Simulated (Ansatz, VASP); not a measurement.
## Fe: VASP beside Ansatz

```
Fe
1.0
     2.83122    0.00000    0.00000
     0.00000    2.83122    0.00000
     0.00000    0.00000    2.83122
Fe
2
Direct
  0.00000 0.00000 0.00000
  0.50000 0.50000 0.50000
```

Alike in both runs: functional PBE; k mesh 18 × 18 × 18; occupations methfessel-paxton of order 1, width 0.1 eV; collinear spin.

Ansatz relaxed the structure, and its values are those at the end. VASP's run is a single point on that final structure, the one shown.

|  | VASP | Ansatz |
| --- | --- | --- |
| version | VASP 6.6.1 | Ansatz 0.2.0 |
| potentials or method | VASP PAW PBE potentials, release 64 (Fe) | scalar-relativistic, plane waves, PAW |
| plane-wave cutoff (eV) | 520 | 420 |
| valence electrons in the cell | 16 | 32 |

|  | VASP | Ansatz | Ansatz less VASP |
| --- | --- | --- | --- |
| gap on the k mesh at the Fermi level (eV) | none | none | - |
| pressure (GPa) | 0.1 | 0.0 | -0.05 |
| net moment per atom (μB) | 2.19 | 2.17 | -0.020 |
| size of the moment on the site where the two differ most (μB) | 2.18 | 2.21 | +0.029 |

Site moments also hang on the region over which each program counts them. A gap of «none» marks a metal or a gap that the smearing closes. With one functional, cell and mesh, what is left measures potentials, basis and numerics. The two sets of potentials don't hold the same shells in valence.
